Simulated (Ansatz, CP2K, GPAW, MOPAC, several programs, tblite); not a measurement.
# CuI from cheap methods to r2SCAN

Aim: run CuI through methods of unlike cost and see what each gets, and at what price.

Program: MOPAC, tblite, CP2K, GPAW, Ansatz (versions at each run). Level of theory: no spin polarisation, static lattice; gaps from single points on the cell relaxed beforehand with r²SCAN. These are calculated values, not measurements.

## (1) The structure to begin with

It takes space group Fm-3m (No. 225, cubic). The conventional cell has a = 5.712 Å, b = 5.712 Å, c = 5.712 Å, α = 90.00°, β = 90.00°, γ = 90.00°. Cu (site symmetry m-3m) has 6 I at 2.86 Å as nearest neighbours. Around I (site symmetry m-3m) lie 6 Cu at 2.86 Å.

As a file:

```
CELL_PARAMETERS angstrom
0.00000 2.85611 2.85611
2.85611 0.00000 2.85611
2.85611 2.85611 0.00000
ATOMIC_POSITIONS crystal
Cu 0.00000 0.00000 0.00000
I 0.50000 0.50000 0.50000
```

The structure type (rocksalt) is imposed and need not be the compound's stable one.

**Question.** The methods are PM6, PM7, GFN1-xTB (tblite), GFN2-xTB (tblite), PBE/DZVP, PBE/single-zeta, PBE/SZV, coarse PBE, PBE, r2SCAN. What gap does r2SCAN give on this cell, and which other methods (full PBE left aside) come nearest to r2SCAN and farthest in gap, volume and bulk modulus?

| quantity | value |
| --- | --- |
| r2SCAN | no gap, 23.30 Å³/atom, B₀ 50 GPa |
| gap: nearest and farthest of the other methods | PBE/DZVP, PBE/single-zeta, PBE/SZV, coarse PBE (about 0.00 eV off); PM7 (+10.26 eV) |
| volume: nearest and farthest of the other methods | GFN1-xTB (tblite) (+5.0 %), GFN2-xTB (tblite) (-7.6 %) |
| bulk modulus: nearest and farthest of the other methods | GFN2-xTB (tblite) (+0 %), GFN1-xTB (tblite) (+48 %) |

**Reading.** For the gap (full PBE left aside), PBE/DZVP, PBE/single-zeta, PBE/SZV, coarse PBE tie for nearest to r2SCAN; PM7 is farthest. For the volume, of the 4 methods compared (full PBE left aside), GFN1-xTB (tblite) comes nearest to r2SCAN and GFN2-xTB (tblite) is farthest. Among the 4 methods compared for the bulk modulus (full PBE left aside), GFN2-xTB (tblite) is nearest to r2SCAN and GFN1-xTB (tblite) farthest. A minimal basis or a coarse cutoff and mesh shifts results by its own error, so closeness to r2SCAN can be chance. Cluster runs see only the k-points that fold onto the zone centre, so their gaps can miss the band edges. No volume is given for PM6, PBE/single-zeta, PBE/SZV, coarse PBE, which can hide a larger miss. Overlaps count as a gap of zero in the misses; they are PBE/DZVP -0.44, PBE/single-zeta -1.03, PBE/SZV -0.49, coarse PBE -0.22, PBE -0.48, r2SCAN -0.11 eV. CPU times run from 0.9 s (coarse PBE) to 2.6 min (PM6). On this cell PM6, PM7, GFN2-xTB (tblite), PBE/DZVP, PBE/SZV cost more than r2SCAN itself (4.2 s), so they are no saving here. A cluster method computes far more atoms than the primitive cell, so on a small crystal it can cost more than plane waves. PM6, PM7, GFN1-xTB (tblite), GFN2-xTB (tblite) disagree with r2SCAN even on whether there is a gap. Semilocal functionals can close a small real gap, so r2SCAN's «no gap» may be its own error. r2SCAN is a yardstick, not the truth. Spin-orbit coupling is left out throughout.
